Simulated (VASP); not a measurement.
Wanted: the native input for a VASP 6.6.1 run.

| Quantity | Value |
| --- | --- |
| Task | single point |
| Functional | PBEsol |
| Potentials or basis | VASP PAW PBE potentials, release 54 (Hf_pv, N) |
| Cutoff | 520 eV |
| k mesh | 10 × 10 × 10 |
| Occupations | gaussian, width 0.05 eV |
| Spin | no spin polarisation |
| Further INCAR settings | ALGO = Normal; EDIFF = 1e-06 |

The structure of HfN lies in POSCAR:

```
HfN
3.1905
    0.000000000000      0.707099200752      0.707099200752
    0.707099200752      0.000000000000      0.707099200752
    0.707099200752      0.707099200752      0.000000000000
Hf N
1 1
Direct
    0.0000000000      0.0000000000      0.0000000000
    0.5000000000      0.5000000000      0.5000000000
```

The input as run:

INCAR

```
SYSTEM = HfN
PREC = Accurate
ENCUT = 520
EDIFF = 1E-6
ISMEAR = 0
SIGMA = 0.05
LREAL = .False.
LASPH = .True.
NELM = 80
ALGO = Normal
ISIF = 2
LWAVE = .False.
LCHARG = .False.
GGA = PS
```

KPOINTS

```
Automatic mesh
0
Gamma
  10 10 10
  0 0 0
```

Potentials or basis: VASP PAW PBE potentials, release 54 (Hf_pv, N).

Run with:

```bash
$ cat potpaw_PBE.54/Hf_pv/POTCAR potpaw_PBE.54/N/POTCAR > POTCAR
$ mpirun -np 1 vasp_std > vasp.out
```

It gave:

* Pressure: -4.1 GPa
* Band gap on the k mesh: none (metal or under the smearing width)

Caveat: the PAW data sets were made with another functional, which shifts forces and pressure a little.

It used 6.1 s of CPU time on 1 thread of Intel(R) Xeon(R) Platinum 8559C (Emerald Rapids), on a shared host, which was overloaded at the time.
